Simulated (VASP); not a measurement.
# CdO (Monteponite) (Fm-3m) in VASP: notebook

One crystal, CdO (Monteponite), is run at these levels: PBE, LDA; tasks: relaxation of cell and atoms.

Everything below comes from runs of VASP 6.6.1. Logs are shortened: lines on timing, memory, paths and dates and some standing lists are left out, and cuts for length are marked.

## (1) The structure

Symmetry: Fm-3m, No. 225, cubic system. The conventional cell has a = 4.699 Å, b = 4.699 Å, c = 4.699 Å, α = 90.00°, β = 90.00°, γ = 90.00°. Around Cd (site symmetry m-3m) lie 6 O at 2.35 Å. Around O (site symmetry m-3m) lie 6 Cd at 2.35 Å.

## (2) Relaxation of cell and atoms, PBE

The input, INCAR:

```
SYSTEM = CdO
PREC     = Accurate       ! precision mode
ENCUT    = 600            ! plane-wave cutoff, eV
EDIFF    = 1E-6           ! SCF threshold, eV
ISMEAR   = 0              ! smearing method
SIGMA    = 0.03           ! smearing width, eV
LREAL    = .FALSE.        ! projectors in reciprocal space
LASPH    = .TRUE.         ! aspherical terms in the spheres
NELM     = 80             ! most SCF steps
ALGO     = Normal         ! electronic algorithm
ISIF     = 3              ! what is computed and relaxed
LWAVE    = .FALSE.        ! write WAVECAR
LCHARG   = .FALSE.        ! write CHGCAR
GGA      = PE             ! functional
IBRION   = 2              ! ionic algorithm
NSW      = 90             ! ionic steps
EDIFFG   = -0.01          ! ionic threshold
```

The input, KPOINTS:

```
regular mesh
0
G
  12 12 12
  0 0 0
```

The input, POSCAR:

```
CdO
1.0
    0.0000000000      2.3495000000      2.3495000000
    2.3495000000      0.0000000000      2.3495000000
    2.3495000000      2.3495000000      0.0000000000
Cd O
1 1
Direct
    0.0000000000      0.0000000000      0.0000000000
    0.5000000000      0.5000000000      0.5000000000
```

Potentials or basis: VASP PAW PBE potentials, release 64 (Cd, O).

Run with:

```sh
$ cat potpaw_PBE.64/Cd/POTCAR potpaw_PBE.64/O/POTCAR > POTCAR
$ mpirun -np 1 vasp_std > vasp.out
```

OUTCAR:

```text
SYSTEM = CdO
   PREC = Accurate
   ENCUT = 600
   EDIFF = 1E-6
   ISMEAR = 0
   LREAL = .FALSE.
   LASPH = .TRUE.
   NELM = 80
   ISIF = 3
   GGA = PE
   IBRION = 2
   NSW = 90
   EDIFFG = -0.01

 ion  position               nearest neighbor table
   1  0.000  0.000  0.000-   2 2.35   2 2.35   2 2.35   2 2.35   2 2.35   2 2.35
   2  0.500  0.500  0.500-   1 2.35   1 2.35   1 2.35   1 2.35   1 2.35   1 2.35

  LATTYP: Found a face centered cubic cell.
 ALAT       =     4.6990000000

  Lattice vectors:

 A1 = (   0.0000000000,   2.3495000000,   2.3495000000)
 A2 = (   2.3495000000,   0.0000000000,   2.3495000000)
 A3 = (   2.3495000000,   2.3495000000,   0.0000000000)

Analysis of symmetry for initial positions (statically):
=====================================================================
 Subroutine PRICEL returns:
 Original cell was already a primitive cell.

 Routine SETGRP: Setting up the symmetry group for a
 face centered cubic supercell.

 Subroutine GETGRP returns: Found 48 space group operations
 (whereof 48 operations were pure point group operations)
 out of a pool of 48 trial point group operations.

The static configuration has the point symmetry O_h .

Analysis of symmetry for dynamics (positions and initial velocities):
=====================================================================
 Subroutine PRICEL returns:
 Original cell was already a primitive cell.

 Routine SETGRP: Setting up the symmetry group for a
 face centered cubic supercell.

 Subroutine GETGRP returns: Found 48 space group operations
 (whereof 48 operations were pure point group operations)
 out of a pool of 48 trial point group operations.

The dynamic configuration has the point symmetry O_h .

 Subroutine INISYM returns: Found 48 space group operations
 (whereof 48 operations are pure point group operations),
 and found     1 'primitive' translations

----------------------------------------------------------------------------------------

                                     Primitive cell

  volume of cell :      25.9392

  direct lattice vectors                    reciprocal lattice vectors
     0.000000000  2.349500000  2.349500000    -0.212811236  0.212811236  0.212811236
     2.349500000  0.000000000  2.349500000     0.212811236 -0.212811236  0.212811236
     2.349500000  2.349500000  0.000000000     0.212811236  0.212811236 -0.212811236

  length of vectors
     3.322694765  3.322694765  3.322694765     0.368599874  0.368599874  0.368599874

  position of ions in fractional coordinates (direct lattice)
     0.000000000  0.000000000  0.000000000
     0.500000000  0.500000000  0.500000000

  ion indices of the primitive-cell ions
   primitive index   ion index
                 1           1
                 2           2

----------------------------------------------------------------------------------------

 KPOINTS: regular mesh

Automatic generation of k-mesh.
 Grid dimensions read from file:
 generate k-points for:   12   12   12

 Generating k-lattice:

  Cartesian coordinates                     Fractional coordinates (reciprocal lattice)
    -0.017734270  0.017734270  0.017734270     0.083333333  0.000000000  0.000000000
     0.017734270 -0.017734270  0.017734270     0.000000000  0.083333333  0.000000000
     0.017734270  0.017734270 -0.017734270     0.000000000  0.000000000  0.083333333

  Length of vectors
     0.030716656  0.030716656  0.030716656

  Shift w.r.t. Gamma in fractional coordinates (k-lattice)
     0.000000000  0.000000000  0.000000000

 Subroutine IBZKPT returns following result:
 ===========================================

 Found     72 irreducible k-points:

 Following reciprocal coordinates:
            Coordinates               Weight
  0.000000  0.000000  0.000000      1.000000
  0.083333  0.000000  0.000000      8.000000
  0.166667  0.000000  0.000000      8.000000
  0.250000  0.000000  0.000000      8.000000
  0.333333  0.000000  0.000000      8.000000
  0.416667  0.000000  0.000000      8.000000
[... 16 lines left out ...]
  0.500000  0.166667  0.000000     24.000000
 -0.416667  0.166667  0.000000     24.000000
 [... further k-points ...]
   k-points           NKPTS =     72   k-points in BZ     NKDIM =     72   number of bands    NBANDS=     13
   number of dos      NEDOS =    301   number of ions     NIONS =      2
   total plane-waves  NPLWV =  21952
   dimension x,y,z NGX =    28 NGY =   28 NGZ =   28
   dimension x,y,z NGXF=    56 NGYF=   56 NGZF=   56
   ions per type =               1   1
   NGX,Y,Z   is equivalent  to a cutoff of  14.01, 14.01, 14.01 a.u.
   NGXF,Y,Z  is equivalent  to a cutoff of  28.02, 28.02, 28.02 a.u.
 SYSTEM =  CdO
   PREC   = accura    normal or accurate (medium, high low for compatibility)
   ISTART =      0    job   : 0-new  1-cont  2-samecut
   ICHARG =      2    charge: 1-file 2-atom 10-const
   ISPIN  =      1    spin polarized calculation?
   LNONCOLLINEAR =      F non collinear calculations
   LSORBIT =      F    spin-orbit coupling
   LASPH  =      T    aspherical Exc in radial PAW
   ENCUT  =  600.0 eV  44.10 Ry    6.64 a.u.   6.64  6.64  6.64*2*pi/ulx,y,z
   NELM   =     80;   NELMIN=  2; NELMDL= -5     # of ELM steps
   EDIFF  = 0.1E-05   stopping-criterion for ELM
   LREAL  =      F    real-space projection
   EDIFFG = -.1E-01   stopping-criterion for IOM
   NSW    =     90    number of steps for IOM
   IBRION =      2    ionic relax: 0-MD 1-quasi-New 2-CG
   NFREE  =      1    steps in history (QN), initial steepest desc. (CG)
   ISIF   =      3    stress and relaxation
   ISYM   =      2    0-nonsym 1-usesym 2-fastsym
   POTIM  = 0.5000    time-step for ionic-motion
   TEBEG  =    0.0;   TEEND  =   0.0 temperature during run
   PSTRESS=    0.0 pullay stress
   NELECT =      18.0000    total number of electrons
   NUPDOWN=      -1.0000    fix difference up-down
   EMIN   =  10.00;   EMAX   =-10.00  energy-range for DOS
   EFERMI =   0.00;   METHOD = LEGACY
   ISMEAR =     0;   SIGMA  =   0.03  broadening in eV -4-tet -1-fermi 0-gaus
   EFERMI_NEDOS =   21; number of points for ismear=-14 and -15
   IALGO  =     38    algorithm
   IMIX   =      4    mixing-type and parameters
     AMIX     =   0.40;   BMIX     =  1.00
     AMIX_MAG =   1.60;   BMIX_MAG =  1.00
  volume/ion in A,a.u.               =      12.97        87.52
  Fermi-wavevector in a.u.,A,eV,Ry     =   1.449373  2.738918 28.581522  2.100683
  Thomas-Fermi vector in A             =   2.567107
   LORBIT       =      0    0 simple, 1 ext, 2 COOP (PROOUT), +10 PAW based schemes
   GGA     = PE    functional components
   LHFCALC =     F    Hartree Fock is set to
   AEXX    =    0.0000 exact exchange contribution
   IVDW    =     0    specifies the selected vdW correction
   LEPSILON=     F    determine dielectric tensor
   LRPA    =     F    only Hartree local field effects (RPA)
 conjugate gradient relaxation of ions
 non-spin polarized calculation
 Gauss-broadening in eV      SIGMA  =   0.03
  energy-cutoff  :      600.00
  volume of cell :       25.94
 maximum number of plane-waves:       893
   NGX = 13   NGY = 13   NGZ = 13

--------------------------------------- Ionic step        1  -------------------------------------------

 number of electron      18.0000002 magnetization

 Free energy of the ion-electron system (eV)
  ---------------------------------------------------
  ext. energy  EPLUGINS =         0.00000000
  ---------------------------------------------------
  free energy    TOTEN  =        -7.69798969 eV

  energy without entropy =       -7.69794381  energy(sigma->0) =       -7.69796675

------------------------ aborting loop because EDIFF is reached ----------------------------------------

  FORCE on cell =-STRESS in cart. coord.  units (eV):
  Direction    XX          YY          ZZ          XY          YZ          ZX
  --------------------------------------------------------------------------------------
  -------------------------------------------------------------------------------------
  Total        1.1945800      1.1945800      1.1945800      0.0000000      0.0000000     -0.0000000
  in kB       73.7852361     73.7852361     73.7852361      0.0000000      0.0000000     -0.0000000
  external PRESSURE =      73.7852361 kB  Pullay stress =       0.0000000 kB
[... 57 lines left out ...]
  energy  without entropy=       -7.7163372439  energy(sigma->0) =       -7.71636124

--------------------------------------- Ionic step        3  -------------------------------------------

 number of electron      17.9999994 magnetization

 Free energy of the ion-electron system (eV)
  ---------------------------------------------------
  ext. energy  EPLUGINS =         0.00000000
  ---------------------------------------------------
  free energy    TOTEN  =        -7.72800483 eV

  energy without entropy =       -7.72795770  energy(sigma->0) =       -7.72798126

 E-fermi :   1.5915     XC(G=0): -11.4094

 val. band max:        1.5647344000   @ k =   0.5000   0.0000   0.0000
 cond. band min:       1.8835816181   @ k =   0.0833   0.0000   0.0000
 fundamental gap:      0.3188472181
 Fermi energy:         1.5915318911

 k-point     1 :       0.0000    0.0000    0.0000
  band No.  band energies     occupation
      1     -15.4362      2.00000
      2      -5.0578      2.00000
      3      -5.0578      2.00000
      4      -5.0578      2.00000
      5      -4.7840      2.00000
      6      -4.7840      2.00000
      7       0.4230      2.00000
      8       0.4230      2.00000
      9       0.4230      2.00000
     10       1.0408      2.00000
     11      16.4718      0.00000
     12      18.2408      0.00000
     13      18.2408      0.00000
[... 353 lines left out ...]
 k-point    24 :      -0.4167    0.1667    0.0000
  band No.  band energies     occupation
      1     -14.7521      2.00000
      2      -5.6348      2.00000
      3      -5.4252      2.00000
      4      -5.3377      2.00000
      5      -4.5923      2.00000
      6      -4.5696      2.00000
      7      -1.9896      2.00000
      8       0.4577      2.00000
      9       1.3374      2.00000
     10       7.1472      0.00000
     11       8.2168      0.00000
     12      11.6700      0.00000
     13      13.5866      0.00000

 [... further k-points ...]

------------------------ aborting loop because EDIFF is reached ----------------------------------------

  FORCE on cell =-STRESS in cart. coord.  units (eV):
  Direction    XX          YY          ZZ          XY          YZ          ZX
  --------------------------------------------------------------------------------------
  -------------------------------------------------------------------------------------
  Total       -0.0018012     -0.0018012     -0.0018012      0.0000000      0.0000000     -0.0000000
  in kB       -0.1056459     -0.1056459     -0.1056459      0.0000000      0.0000000     -0.0000000
  external PRESSURE =      -0.1056459 kB  Pullay stress =       0.0000000 kB
[... 17 lines left out ...]
  FREE ENERGIE OF THE ION-ELECTRON SYSTEM (eV)
  ---------------------------------------------------
  free  energy   TOTEN  =        -7.7280048327 eV

  energy  without entropy=       -7.7279576960  energy(sigma->0) =       -7.72798126

 reached required accuracy - stopping structural energy minimisation
```

Wall time 36 s (1 thread of AMD EPYC 9R45 (Zen 5), shared host); peak memory 0.15 GiB.

Results:

| Quantity | Value |
| --- | --- |
| Free energy | -7.7280 eV |
| Relaxed volume | 13.66 Å³/atom |
| Relaxed cell | a = 3.380 Å, b = 3.380 Å, c = 3.380 Å, α = 60.00°, β = 60.00°, γ = 60.00° |
| Space group after relaxing (to 0.05 Å) | Fm-3m (No. 225) |
| Energy gained by relaxing | 15.0 meV/atom |
| Ionic steps | 3 |
| Pressure after relaxing | 0.0 GPa |
| Band gap on the k mesh | none (metal or under the smearing width) |

Step by step:
```
step  energy change (eV)  largest force (eV/Å)  pressure (GPa)  volume (Å³)
   1              0.0000                0.0000            7.38        25.94
   2             -0.0184                0.0000           -3.87        28.25
   3             -0.0300                0.0000           -0.01        27.32
```

Final structure:
```
CELL_PARAMETERS angstrom
0.00000 2.39035 2.39035
2.39035 0.00000 2.39035
2.39035 2.39035 0.00000
ATOMIC_POSITIONS crystal
Cd 0.00000 0.00000 0.00000
O 0.50000 0.50000 0.50000
```

Levels at points of the mesh, in eV from the Fermi level:
```csv
k point,band 5,band 6,band 7,band 8,band 9,band 10,band 11,band 12,band 13
"(0.00, 0.00, 0.00)",-6.38,-6.38,-1.17,-1.17,-1.17,-0.55,14.88,16.65,16.65
"(0.50, 0.00, 0.00)",-6.16,-6.16,-3.71,-0.03,-0.03,4.39,6.93,11.66,11.66
"(0.50, 0.50, 0.00)",-6.04,-5.79,-3.99,-2.09,-2.09,3.64,8.31,11.01,12.89
```

Caveat: this crystal is a semiconductor, whose small gap the functional closes, so the metal is an error of the method. Zero-point motion and thermal expansion aren't in these numbers.

## (3) Relaxation of cell and atoms, PBE

This run uses another cell than the first one, of 13.66 Å³/atom, 1.053 times its volume.

Changes to INCAR since step 2:

```diff
@@ -3,3 +3,3 @@
 ENCUT    = 600            ! plane-wave cutoff, eV
-EDIFF    = 1E-6           ! SCF threshold, eV
+EDIFF    = 1E-7           ! SCF threshold, eV
 ISMEAR   = 0              ! smearing method
@@ -16,2 +16,2 @@
 NSW      = 90             ! ionic steps
-EDIFFG   = -0.01          ! ionic threshold
+EDIFFG   = -0.005         ! ionic threshold
```

KPOINTS is that of step 2.

The input, POSCAR:

```
CdO                                     
1.0
   -0.0000000000      2.3903465407      2.3903465407
    2.3903465407      0.0000000000      2.3903465407
    2.3903465407      2.3903465407      0.0000000000
  Cd              O             
     1     1
Direct
     0.0000000000000000    0.0000000000000000    0.0000000000000000
     0.5000000000000000    0.5000000000000000    0.5000000000000000
```

Potentials or basis: VASP PAW PBE potentials, release 64 (Cd, O).

Run with:

```sh
$ cat potpaw_PBE.64/Cd/POTCAR potpaw_PBE.64/O/POTCAR > POTCAR
$ mpirun -np 1 vasp_std > vasp.out
```

It took 18 s on 1 thread of AMD EPYC 9R45 (Zen 5), shared host; peak memory 0.15 GiB.

It converged, with:

```yaml
Free_energy: -7.7305 eV
Pressure_after_relaxing: -0.1 GPa
Band_gap_on_the_k_mesh: none (metal or under the smearing width)
```

Final structure:
```cif
data_structure
_symmetry_space_group_name_H-M 'P 1'
_symmetry_Int_Tables_number 1
_cell_length_a 3.3805
_cell_length_b 3.3805
_cell_length_c 3.3805
_cell_angle_alpha 60.000
_cell_angle_beta 60.000
_cell_angle_gamma 60.000
_cell_volume 27.32
loop_
_atom_site_label
_atom_site_type_symbol
_atom_site_fract_x
_atom_site_fract_y
_atom_site_fract_z
_atom_site_occupancy
Cd1 Cd 0.00000 0.00000 0.00000 1
O1 O 0.50000 0.50000 0.50000 1
```

Levels at points of the mesh, in eV from the Fermi level:
```tsv
k point	band 5	band 6	band 7	band 8	band 9	band 10	band 11	band 12	band 13
(0.00, 0.00, 0.00)	-6.38	-6.38	-1.17	-1.17	-1.17	-0.55	14.88	16.65	16.65
(0.50, 0.00, 0.00)	-6.16	-6.16	-3.71	-0.03	-0.03	4.39	6.93	11.66	11.66
(0.50, 0.50, 0.00)	-6.04	-5.79	-3.99	-2.09	-2.09	3.64	8.31	11.01	12.89
```

Caveat: the relaxation stopped at its first step, so nothing moved; this crystal is a semiconductor, whose small gap the functional closes, so the metal is an error of the method.

[end of part 1 of 2]
